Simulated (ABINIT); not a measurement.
**Quasiparticle gap of AlAs (F-43m) in ABINIT**

Aim: the G0W0 gap of AlAs (F-43m) on PBE, step by step.

Calculated with ABINIT 10.8.3; PBE and many-body steps on it, plane waves.

**The experiments to reproduce.**

- Gap 3.018 eV: lowest direct gap at Gamma; earlier measurement quoted from literature, technique not stated; 300 K; bulk crystal (pure AlAs, literature value used as model input) (quoted in “Simultaneous Measurement of Mid-Infrared Refractive Indices in Thin-Film Heterostructures: Methodology and Results for GaAs/AlGaAs”, 2023, arxiv:2301.08293).

## (1) Starting point

It takes space group F-43m (No. 216, cubic). Conventional cell: a = 5.661 Å, b = 5.661 Å, c = 5.661 Å, α = 90.00°, β = 90.00°, γ = 90.00°. Nearest to Al lie 4 As at 2.45 Å. As has 4 Al at 2.45 Å nearest. Farther neighbours are not listed.

Structure file:

```cif
data_structure
_symmetry_space_group_name_H-M 'P 1'
_symmetry_Int_Tables_number 1
_cell_length_a 4.0028
_cell_length_b 4.0028
_cell_length_c 4.0028
_cell_angle_alpha 60.000
_cell_angle_beta 60.000
_cell_angle_gamma 60.000
_cell_volume 45.35
loop_
_atom_site_label
_atom_site_type_symbol
_atom_site_fract_x
_atom_site_fract_y
_atom_site_fract_z
_atom_site_occupancy
Al1 Al 0.00000 0.00000 0.00000 1
As2 As 0.25000 0.25000 0.25000 1
```

The cell and positions come from the Crystallography Open Database and are kept as given unless a step says otherwise.

## (2) Ground state

This step: ABINIT 10.8.3; DFT, PBE, plane waves, norm-conserving pseudopotentials.

The ground-state density comes first.

Contents of run.abi:

```
acell 3*1.0 Angstrom
rprim 
  0.000000000000 2.830400000000 2.830400000000
  2.830400000000 0.000000000000 2.830400000000
  2.830400000000 2.830400000000 -0.000000000000
ntypat 2
znucl 13 33
natom 2
typat 1 2
xred 
  0.000000000000 0.000000000000 0.000000000000
  0.250000000000 0.250000000000 0.250000000000
pp_dirpath "pseudos"
pseudos "Al.upf, As.upf"
ecut 44
ngkpt 6 6 6
nshiftk 1
shiftk 0 0 0
kptopt 1
chksymbreak 0
nband 18
occopt 1
tolvrs 1e-10
nstep 60
prtwf 0
optforces 0
optstress 0
indata_prefix "in"
outdata_prefix "out"
tmpdata_prefix "tmp"
```

On the command line:

```
$ OMP_NUM_THREADS=1 mpirun -n 4 abinit run.abi > log
```

Numbers of over 12 decimals in the logs are rounded to 6 here.

Output:

```text
.Version 10.8.3 of ABINIT. v10.8.2 released Aug 2026.

 Symmetries : space group F-4 3 m (#216); Bravais cF (face-center cubic)
================================================================================
 Values of the parameters that define the memory need of the present run
     intxc =       0    ionmov =       0      iscf =       7    lmnmax =       6
     lnmax =       6     mgfft =      48  mpssoang =       3    mqgrid =    3001
     natom =       2  nloc_mem =       1    nspden =       1   nspinor =       1
    nsppol =       1      nsym =      24    n1xccc =    2501    ntypat =       2
    occopt =       1   xclevel =       2
-    mband =          18        mffmem =           1         mkmem =           4
       mpw =        4285          nfft =      110592          nkpt =          16
================================================================================
  Rough estimation (10% accuracy) of disk space for files :
================================================================================

--------------------------------------------------------------------------------
------------- Echo of variables that govern the present computation ------------
--------------------------------------------------------------------------------
 -outvars: echo values of preprocessed input variables --------
            acell      1.8897261259E+00  1.8897261259E+00  1.8897261259E+00 Bohr

      chksymbreak           0
             ecut      4.40000000E+01 Hartree
-          fftalg         312

              ixc     -101130
              kpt      0.00000000E+00  0.00000000E+00  0.00000000E+00
                       1.66666667E-01  0.00000000E+00  0.00000000E+00
                       3.33333333E-01  0.00000000E+00  0.00000000E+00
                       5.00000000E-01  0.00000000E+00  0.00000000E+00
                       1.66666667E-01  1.66666667E-01  0.00000000E+00
                       3.33333333E-01  1.66666667E-01  0.00000000E+00
                       5.00000000E-01  1.66666667E-01  0.00000000E+00
                      -3.33333333E-01  1.66666667E-01  0.00000000E+00
                      -1.66666667E-01  1.66666667E-01  0.00000000E+00
   [... 5 further rows ...]
                      -3.33333333E-01  3.33333333E-01  1.66666667E-01
                      -3.33333333E-01  5.00000000E-01  1.66666667E-01
         kptrlatt        6    0    0      0    6    0      0    0    6
          kptrlen      4.53850618E+01
P           mkmem           4
            natom           2
            nband          18
            ngfft          48      48      48
             nkpt          16
            nstep          60
             nsym          24
           ntypat           2
              occ      2.000000  2.000000  2.000000  2.000000  2.000000  2.000000
                       2.000000  2.000000  2.000000  2.000000  2.000000  2.000000
                       2.000000  0.000000  0.000000  0.000000  0.000000  0.000000
        optforces           0
        optstress           0
            prtwf           0
            rprim      0.0000000000E+00  2.8304000000E+00  2.8304000000E+00
[...]
spgroup         216

           tolvrs      1.00000000E-10

             xred      0.0000000000E+00  0.0000000000E+00  0.0000000000E+00
[...]
znucl       13.00000   33.00000

================================================================================

 chkinp: Checking input parameters for consistency.

================================================================================
== DATASET  1 ==================================================================
-   mpi_nproc: 4, omp_nthreads: 1 (-1 if OMP is not activated)

--- !DatasetInfo
iteration_state: {dtset: 1, }
dimensions: {natom: 2, nkpt: 16, mband: 18, nsppol: 1, nspinor: 1, nspden: 1, mpw: 4285, }
cutoff_energies: {ecut:  44.0, pawecutdg:  -1.0, }
electrons: {nelect:   2.60000000E+01, charge:   0.00000000E+00, occopt:   1.00000000E+00, tsmear:   1.00000000E-02, }

 Real(R)+Recip(G) space primitive vectors, cartesian coordinates (Bohr,Bohr^-1):
 R(1)=  0.0000000  5.3486808  5.3486808  G(1)= -0.0934810  0.0934810  0.0934810
 R(2)=  5.3486808  0.0000000  5.3486808  G(2)=  0.0934810 -0.0934810  0.0934810
 R(3)=  5.3486808  5.3486808  0.0000000  G(3)=  0.0934810  0.0934810 -0.0934810
 Unit cell volume ucvol=  3.0603426E+02 bohr^3
 Angles (23,13,12)=  6.00000000E+01  6.00000000E+01  6.00000000E+01 degrees

 getcut: wavevector=  0.0000  0.0000  0.0000  ngfft=  48  48  48
         ecut(hartree)=     44.000   => boxcut(ratio)=   2.12514

--- Pseudopotential description ------------------------------------------------
- Al Generated using ONCVPSP code by D. R. Hamann
- 13.00000   3.00000  171031                  znucl, zion, pspdat
12 -101130 2 -1 1876                          pspcod,pspxc,lmax,lloc,mmax
     nproj     2     2     2
  pspatm : epsatm=    4.08140545
         --- l  ekb(1:nproj) -->
[...]
pspatm: atomic psp has been read  and splines computed

- As Generated using ONCVPSP code by D. R. Hamann
- 33.00000  23.00000  171031                  znucl, zion, pspdat
12 -101130 2 -1 1358                          pspcod,pspxc,lmax,lloc,mmax
     nproj     2     2     2
  pspatm : epsatm=   24.77333152
         --- l  ekb(1:nproj) -->
[...]
2  -10.105298   -4.355719
 pspatm: atomic psp has been read  and splines computed

   7.50223161E+02                                ecore*ucvol(ha*bohr**3)
--------------------------------------------------------------------------------

_setup2: Arith. and geom. avg. npw (full set) are    4268.069    4268.053

================================================================================

--- !BeginCycle
iteration_state: {dtset: 1, }
solver: {iscf: 7, nstep: 60, nline: 4, wfoptalg: 0, }
tolerances: {tolvrs: 1.00E-10, }

     iter   Etot(hartree)      deltaE(h)  residm     vres2
 ETOT  1  -305.83792721501    -3.058E+02 1.781E+00 1.091E+02
 ETOT  2  -307.54063345105    -1.703E+00 3.846E-02 4.777E+02
 ETOT  3  -307.58820697010    -4.757E-02 4.514E-03 1.198E+02
 ETOT  4  -307.60267746500    -1.447E-02 1.983E-03 7.179E-01
 ETOT  5  -307.60278660411    -1.091E-04 4.623E-04 1.376E-01
 ETOT  6  -307.60279977129    -1.317E-05 2.051E-04 3.428E-03
 ETOT  7  -307.60280014117    -3.699E-07 3.074E-04 2.423E-05
 ETOT  8  -307.60280014182    -6.482E-10 1.383E-04 1.331E-06
 ETOT  9  -307.60280014193    -1.093E-10 4.750E-04 1.362E-08
 ETOT 10  -307.60280014195    -1.813E-11 2.105E-04 4.006E-10
 ETOT 11  -307.60280014190     5.230E-11 5.717E-04 1.416E-11

 At SCF step   11       vres2   =  1.42E-11 < tolvrs=  1.00E-10 =>converged.

--- !ResultsGS
iteration_state: {dtset: 1, }
comment   : Summary of ground state results
lattice_vectors:
- [  0.0000000,   5.3486808,   5.3486808, ]
- [  5.3486808,   0.0000000,   5.3486808, ]
- [  5.3486808,   5.3486808,  -0.0000000, ]
lattice_lengths: [   7.56418,    7.56418,    7.56418, ]
lattice_angles: [ 60.000,  60.000,  60.000, ] # degrees, (23, 13, 12)
lattice_volume:   3.0603426E+02
convergence: {deltae:  5.230E-11, res2:  1.416E-11, residm:  5.717E-04, diffor:  0.000E+00, }
etotal    :  -3.07602800E+02
entropy   :   0.00000000E+00
fermie    :   1.62937956E-01
cartesian_stress_tensor: null
pressure_GPa: null
xred      :
- [  0.0000E+00,   0.0000E+00,   0.0000E+00, Al]
- [  2.5000E-01,   2.5000E-01,   2.5000E-01, As]
cartesian_forces: null
force_length_stats: {min: null, max: null, mean: null, }

 Integrated electronic density in atomic spheres:
 ------------------------------------------------
 Atom  Sphere_radius  Integrated_density
    1        2.00000          0.89324871
    2        2.00000         20.42847242
================================================================================

 ----iterations are completed or convergence reached----

 Mean square residual over all n,k,spin=   19.976E-07; max=  57.169E-05
 reduced coordinates (array xred) for    2 atoms
       0.000000000000      0.000000000000      0.000000000000
       0.250000000000      0.250000000000      0.250000000000
 rms dE/dt=  0.0000E+00; max dE/dt=  0.0000E+00; dE/dt below (all hartree)
    1       0.000000000000      0.000000000000      0.000000000000
    2       0.000000000000      0.000000000000      0.000000000000

 cartesian coordinates (angstrom) at end:
    1      0.000000     0.000000     0.000000
    2      1.415200     1.415200     1.415200
 length scales=  1.889726125908  1.889726125908  1.889726125908 bohr
              =  1.000000000000  1.000000000000  1.000000000000 angstroms
 prteigrs : about to open file out_EIG
 Fermi (or HOMO) energy (hartree) =   0.16294   Average Vxc (hartree)=  -0.34175
 Eigenvalues (hartree) for nkpt=  16  k points:
 kpt#   1, nband= 18, wtk=  0.00463, kpt=  0.0000  0.0000  0.0000 (reduced coord)
  -6.60227   -4.52014   -4.52014   -4.52014   -1.10161   -1.10161   -1.10161   -1.10116
  -1.10116   -0.27342    0.16294    0.16294    0.16294    0.23806    0.32071    0.32071
   0.32071    0.49221
 prteigrs : prtvol=0 or 1, do not print more k-points.

--- !EnergyTerms
iteration_state     : {dtset: 1, }
comment             : Components of total free energy in Hartree
kinetic             :  1.37119837832260E+02
hartree             :  1.42563149355410E+02
xc                  : -2.87496217684736E+01
Ewald energy        : -1.20465356001332E+02
psp_core            :  2.45143523140035E+00
local_psp           : -3.63462351889630E+02
non_local_psp       : -7.70598929015318E+01
total_energy        : -3.07602800141897E+02
total_energy_eV     : -8.37029860500645E+03
band_energy         : -5.14080203324395E+01

== END DATASET(S) ==============================================================
================================================================================

 -outvars: echo values of variables after computation  --------
           etotal     -3.0760280014E+02
            nband          18
             nkpt          16
          spgroup         216
 [... the other variables as echoed above ...]

 Calculation completed.
```

It took 14 s on 4 MPI ranks of Arm Neoverse V1, shared host; peak memory 0.39 GiB; 57 s of CPU time.

This step gave:

```
total energy               : -8370.2986 eV
gap                        : 1.436 eV
k of the valence top       : 0, 0, 0
k of the conduction bottom : 0.5, 0.5, 0
least direct gap           : 2.044 eV
```

The gap is indirect, with the least direct gap 0.61 eV higher.

(Part 1 of 3 ends here.)

[Paths, hosts, dates, memory and timing lines, banners, echoed tables and standing remarks are left out of the program output.]

[Logs are printed without paths, hosts, clocks, repeated set-up lines and the standing remarks that a program may print on its own settings, such as how far it seeks lower states.]

[Runs of the session that timed out or met a known fault of the program may be left out.]

[Hosts, paths, dates, database ids (printed as entryN), source tags and the programs' standing remarks are cut or masked in the printed files.]

[G0W0 gaps are taken among the corrected bands and points alone; a level outside them can change the order at an edge.]

[Where Ansatz stands beside ABINIT at settings called matched, ABINIT's density can come from a denser mesh and the files from another edition; pairs whose starting gaps differed by over 0.03 eV were left out, so agreement reads better than it is.]
